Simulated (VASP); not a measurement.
# Sr (Cmce) in VASP: single point with r2SCAN

Aim: the single point of Sr with r2SCAN.

Everything below comes from runs of VASP 6.6.1. Logs are shortened: lines on timing, memory, paths and dates and some standing lists are left out, and cuts for length are marked.

**1. The crystal as given**

The structure is orthorhombic, space group Cmce (No. 64). The conventional cell has a = 6.571 Å, b = 11.137 Å, c = 6.580 Å, α = 90.00°, β = 90.00°, γ = 90.00°. Around Sr (site symmetry m) lie 7 Sr at 3.55 to 4.07 Å.

The cell was built by a generator and needn't be a form met in nature.

**2. Single point, r2SCAN**

Contents of POSCAR:

```
Sr
1.0
    3.2856338894     -5.5685401286      0.0000000000
    3.2856338894      5.5685401286      0.0000000000
    0.0000000000      0.0000000000      6.5800086853
Sr
4
Direct
    0.1525000000      0.8475000000      0.0785000000
    0.6525000000      0.3475000000      0.4215000000
    0.8475000000      0.1525000000      0.9215000000
    0.3475000000      0.6525000000      0.5785000000
```

Contents of INCAR.step1:

```
PREC = Accurate
ENCUT = 520
ISMEAR = 0
SIGMA = 0.1
LREAL = F
LASPH = T
NELM = 100
NBANDS = 28
GGA = PE
ALGO = Normal
EDIFF = 1E-4
LWAVE = T
LCHARG = F
```

Contents of INCAR.step2:

```
PREC = Accurate
ENCUT = 520
EDIFF = 1E-6
ISMEAR = 0
SIGMA = 0.1
LREAL = F
LASPH = T
NELM = 100
ALGO = Normal
ISIF = 2
LWAVE = F
LCHARG = T
METAGGA = R2SCAN
LMIXTAU = T
LELF = T
LVHAR = T
NBANDS = 28
ISTART = 1
```

Contents of KPOINTS:

```
regular mesh
0
Gamma
  4 4 4
```

Potentials or basis: VASP PAW PBE potentials, release 64 (Sr_sv).

Launch:

```sh
> cat potpaw_PBE.64/Sr_sv/POTCAR > POTCAR
> cp INCAR.step1 INCAR
> mpirun -np 1 vasp_std > vasp.out
> cp INCAR.step2 INCAR
> mpirun -np 1 vasp_std > vasp.out
```

OUTCAR:

```text
PREC = Accurate
   ENCUT = 520
   EDIFF = 1E-6
   ISMEAR = 0
   LREAL = F
   LASPH = T
   NELM = 100
   ISIF = 2
   METAGGA = R2SCAN
   ISTART = 1

 ion  position               nearest neighbor table
   1  0.153  0.847  0.078-   3 3.55   4 3.94   4 3.94   2 3.99   2 3.99   3 4.07   3 4.07
   2  0.653  0.347  0.422-   4 3.55   3 3.94   3 3.94   1 3.99   1 3.99   4 4.07   4 4.07
   3  0.847  0.153  0.922-   1 3.55   2 3.94   2 3.94   4 3.99   4 3.99   1 4.07   1 4.07
   4  0.347  0.653  0.578-   2 3.55   1 3.94   1 3.94   3 3.99   3 3.99   2 4.07   2 4.07

  LATTYP: Found a base centered orthorhombic cell.
 ALAT       =     6.5712677788
 B/A-ratio  =     1.6948145521
 C/A-ratio  =     1.0013301705

  Lattice vectors:

 A1 = (   3.2856338894,  -5.5685401286,   0.0000000000)
 A2 = (   3.2856338894,   5.5685401286,   0.0000000000)
 A3 = (   0.0000000000,   0.0000000000,   6.5800086853)

Analysis of symmetry for initial positions (statically):
=====================================================================
 Subroutine PRICEL returns:
 Original cell was already a primitive cell.

 Routine SETGRP: Setting up the symmetry group for a
 base centered orthorhombic supercell.

 Subroutine GETGRP returns: Found  8 space group operations
 (whereof  4 operations were pure point group operations)
 out of a pool of  8 trial point group operations.

The static configuration has the point symmetry C_2h.
 The point group associated with its full space group is D_2h.

Analysis of symmetry for dynamics (positions and initial velocities):
=====================================================================
 Subroutine PRICEL returns:
 Original cell was already a primitive cell.

 Routine SETGRP: Setting up the symmetry group for a
 base centered orthorhombic supercell.

 Subroutine GETGRP returns: Found  8 space group operations
 (whereof  4 operations were pure point group operations)
 out of a pool of  8 trial point group operations.

The dynamic configuration has the point symmetry C_2h.
 The point group associated with its full space group is D_2h.

 Subroutine INISYM returns: Found  8 space group operations
 (whereof  4 operations are pure point group operations),
 and found     1 'primitive' translations

----------------------------------------------------------------------------------------

                                     Primitive cell

  volume of cell :     240.7781

  direct lattice vectors                    reciprocal lattice vectors
     3.285633889 -5.568540129  0.000000000     0.152177637 -0.089790140  0.000000000
     3.285633889  5.568540129  0.000000000     0.152177637  0.089790140  0.000000000
     0.000000000  0.000000000  6.580008685     0.000000000  0.000000000  0.151975483

  length of vectors
     6.465603546  6.465603546  6.580008685     0.176692678  0.176692678  0.151975483

  position of ions in fractional coordinates (direct lattice)
     0.152500000  0.847500000  0.078500000
     0.652500000  0.347500000  0.421500000
     0.847500000  0.152500000  0.921500000
     0.347500000  0.652500000  0.578500000

  ion indices of the primitive-cell ions
   primitive index   ion index
                 1           1
                 2           2
                 3           3
                 4           4

----------------------------------------------------------------------------------------

 KPOINTS: regular mesh

Automatic generation of k-mesh.
 Grid dimensions read from file:
 generate k-points for:    4    4    4

 Generating k-lattice:

  Cartesian coordinates                     Fractional coordinates (reciprocal lattice)
     0.038044409 -0.022447535  0.000000000     0.250000000  0.000000000  0.000000000
     0.038044409  0.022447535  0.000000000     0.000000000  0.250000000  0.000000000
     0.000000000  0.000000000  0.037993871     0.000000000  0.000000000  0.250000000

  Length of vectors
     0.044173169  0.044173169  0.037993871

  Shift w.r.t. Gamma in fractional coordinates (k-lattice)
     0.000000000  0.000000000  0.000000000

 Subroutine IBZKPT returns following result:
 ===========================================

 Found     21 irreducible k-points:

 Following reciprocal coordinates:
            Coordinates               Weight
  0.000000  0.000000  0.000000      1.000000
  0.250000  0.000000  0.000000      4.000000
  0.500000  0.000000  0.000000      2.000000
  0.250000  0.250000  0.000000      2.000000
  0.500000  0.250000  0.000000      4.000000
 -0.250000  0.250000  0.000000      2.000000
[... 13 lines left out ...]
 -0.250000  0.250000  0.500000      2.000000
  0.500000  0.500000  0.500000      1.000000
   k-points           NKPTS =     21   k-points in BZ     NKDIM =     21   number of bands    NBANDS=     28
   number of dos      NEDOS =    301   number of ions     NIONS =      4
   total plane-waves  NPLWV = 115200
   dimension x,y,z NGX =    48 NGY =   48 NGZ =   50
   dimension x,y,z NGXF=    96 NGYF=   96 NGZF=  100
   ions per type =               4
   NGX,Y,Z   is equivalent  to a cutoff of  12.34, 12.34, 12.63 a.u.
   NGXF,Y,Z  is equivalent  to a cutoff of  24.68, 24.68, 25.27 a.u.
 SYSTEM =  unknown system
   PREC   = accura    normal or accurate (medium, high low for compatibility)
   ISTART =      1    job   : 0-new  1-cont  2-samecut
   ICHARG =      0    charge: 1-file 2-atom 10-const
   ISPIN  =      1    spin polarized calculation?
   LNONCOLLINEAR =      F non collinear calculations
   LSORBIT =      F    spin-orbit coupling
   LASPH  =      T    aspherical Exc in radial PAW
   ENCUT  =  520.0 eV  38.22 Ry    6.18 a.u.  12.02 12.02 12.23*2*pi/ulx,y,z
   NELM   =    100;   NELMIN=  2; NELMDL=  0     # of ELM steps
   EDIFF  = 0.1E-05   stopping-criterion for ELM
   LREAL  =      F    real-space projection
   EDIFFG = 0.1E-04   stopping-criterion for IOM
   NSW    =      0    number of steps for IOM
   IBRION =     -1    ionic relax: 0-MD 1-quasi-New 2-CG
   NFREE  =      0    steps in history (QN), initial steepest desc. (CG)
   ISIF   =      2    stress and relaxation
   ISYM   =      2    0-nonsym 1-usesym 2-fastsym
   POTIM  = 0.5000    time-step for ionic-motion
   TEBEG  =    0.0;   TEEND  =   0.0 temperature during run
   PSTRESS=    0.0 pullay stress
   NELECT =      40.0000    total number of electrons
   NUPDOWN=      -1.0000    fix difference up-down
   EMIN   =  10.00;   EMAX   =-10.00  energy-range for DOS
   EFERMI =   0.00;   METHOD = LEGACY
   ISMEAR =     0;   SIGMA  =   0.10  broadening in eV -4-tet -1-fermi 0-gaus
   EFERMI_NEDOS =   21; number of points for ismear=-14 and -15
   IALGO  =     38    algorithm
   IMIX   =      4    mixing-type and parameters
     AMIX     =   0.40;   BMIX     =  1.00
     AMIX_MAG =   1.60;   BMIX_MAG =  1.00
  volume/ion in A,a.u.               =      60.19       406.21
  Fermi-wavevector in a.u.,A,eV,Ry     =   0.899959  1.700675 11.019704  0.809925
  Thomas-Fermi vector in A             =   2.022857
   LORBIT       =      0    0 simple, 1 ext, 2 COOP (PROOUT), +10 PAW based schemes
   METAGGA = R2SCAN    functional components
   LHFCALC =     F    Hartree Fock is set to
   AEXX    =    0.0000 exact exchange contribution
   IVDW    =     0    specifies the selected vdW correction
   LEPSILON=     F    determine dielectric tensor
   LRPA    =     F    only Hartree local field effects (RPA)
 non-spin polarized calculation
 Gauss-broadening in eV      SIGMA  =   0.10
  energy-cutoff  :      520.00
  volume of cell :      240.78
 maximum number of plane-waves:      6512
   NGX = 25   NGY = 25   NGZ = 25

 number of electron      40.0000000 magnetization

 Free energy of the ion-electron system (eV)
  ---------------------------------------------------
  ext. energy  EPLUGINS =         0.00000000
  ---------------------------------------------------
  free energy    TOTEN  =       -58.03217977 eV

  energy without entropy =      -57.99326533  energy(sigma->0) =      -58.01272255

 E-fermi :   1.2026     XC(G=0):  -7.4692

 val. band max:        1.1805603249   @ k =   0.2500   0.2500   0.2500
 cond. band min:       1.2136015787   @ k =  -0.2500   0.2500   0.5000
 fundamental gap:      0.0330412538
 Fermi energy:         1.2026450213

 k-point     1 :       0.0000    0.0000    0.0000
  band No.  band energies     occupation
      1     -37.1421      2.00000
      2     -37.1158      2.00000
      3     -37.0957      2.00000
      4     -37.0941      2.00000
      5     -18.7292      2.00000
      6     -18.6626      2.00000
[... 20 lines left out ...]
     27       2.6779      0.00000
     28       3.2482      0.00000

 k-point     2 :       0.2500    0.0000    0.0000
  band No.  band energies     occupation
      1     -37.1372      2.00000
      2     -37.1176      2.00000
      3     -37.0975      2.00000
      4     -37.0954      2.00000
      5     -18.7195      2.00000
      6     -18.6697      2.00000
[... 20 lines left out ...]
     27       2.7428      0.00000
     28       3.1000      0.00000

 k-point     3 :       0.5000    0.0000    0.0000
  band No.  band energies     occupation
      1     -37.1261      2.00000
      2     -37.1261      2.00000
      3     -37.0978      2.00000
      4     -37.0978      2.00000
      5     -18.6941      2.00000
      6     -18.6941      2.00000
[... 20 lines left out ...]
     27       2.7843      0.00000
     28       2.7843      0.00000

 k-point     4 :       0.2500    0.2500    0.0000
  band No.  band energies     occupation
      1     -37.1312      2.00000
      2     -37.1173      2.00000
      3     -37.1066      2.00000
      4     -37.0926      2.00000
      5     -18.7129      2.00000
      6     -18.6712      2.00000
[... 485 lines left out ...]
     27       2.9100      0.00000
     28       2.9100      0.00000

 k-point    20 :      -0.2500    0.2500    0.5000
  band No.  band energies     occupation
      1     -37.1265      2.00000
      2     -37.1265      2.00000
      3     -37.0974      2.00000
      4     -37.0974      2.00000
      5     -18.6991      2.00000
      6     -18.6991      2.00000
[... 20 lines left out ...]
     27       2.5966      0.00000
     28       2.5966      0.00000

 k-point    21 :       0.5000    0.5000    0.5000
  band No.  band energies     occupation
      1     -37.1217      2.00000
      2     -37.1217      2.00000
      3     -37.1022      2.00000
      4     -37.1022      2.00000
      5     -18.6912      2.00000
      6     -18.6912      2.00000
[... 20 lines left out ...]
     27       2.6940      0.00000
     28       2.6940      0.00000

------------------------ aborting loop because EDIFF is reached ----------------------------------------

  FORCE on cell =-STRESS in cart. coord.  units (eV):
  Direction    XX          YY          ZZ          XY          YZ          ZX
  --------------------------------------------------------------------------------------
  -------------------------------------------------------------------------------------
  Total        1.0062672      3.7926495      0.3071883      0.0000000      0.0000000      0.0000000
  in kB        6.6958685     25.2369174      2.0440820      0.0000000      0.0000000      0.0000000
  external PRESSURE =      11.3256227 kB  Pullay stress =       0.0000000 kB

 VOLUME and BASIS-vectors are now :
 -----------------------------------------------------------------------------
  energy-cutoff  :      520.00
  volume of cell :      240.78
      direct lattice vectors                 reciprocal lattice vectors
     3.285633889 -5.568540129  0.000000000     0.152177637 -0.089790140  0.000000000
     3.285633889  5.568540129  0.000000000     0.152177637  0.089790140  0.000000000
     0.000000000  0.000000000  6.580008685     0.000000000  0.000000000  0.151975483

 POSITION                                       TOTAL-FORCE (eV/Angst)
 -----------------------------------------------------------------------------------
      3.28563      3.87014      0.51653         0.000000     -0.121719     -0.041397
      3.28563     -1.69840      2.77347         0.000000     -0.121719      0.041397
      3.28563     -3.87014      6.06348         0.000000      0.121719      0.041397
      3.28563      1.69840      3.80654         0.000000      0.121719     -0.041397
 -----------------------------------------------------------------------------------
    total drift:                                0.000000     -0.000000     -0.000000

  FREE ENERGIE OF THE ION-ELECTRON SYSTEM (eV)
  ---------------------------------------------------
  free  energy   TOTEN  =       -58.0321797659 eV

  energy  without entropy=      -57.9932653315  energy(sigma->0) =      -58.01272255
```

Wall time 7.4 min (1 thread of Intel Xeon Platinum 8488C (Sapphire Rapids), shared host); peak memory 0.42 GiB.

What came out:

```
Free energy            : -58.0322 eV
Pressure               : 1.1 GPa
Largest force          : 0.129 eV/Å
Band gap on the k mesh : none (metal or under the smearing width)
```

Forces in eV/Å, atoms in the order of the input:
```
Sr   0.000 -0.122 -0.041
Sr   0.000 -0.122  0.041
Sr   0.000  0.122  0.041
Sr   0.000  0.122 -0.041
```

Caveat: the PAW data sets were made with another functional, which shifts forces and pressure a little.
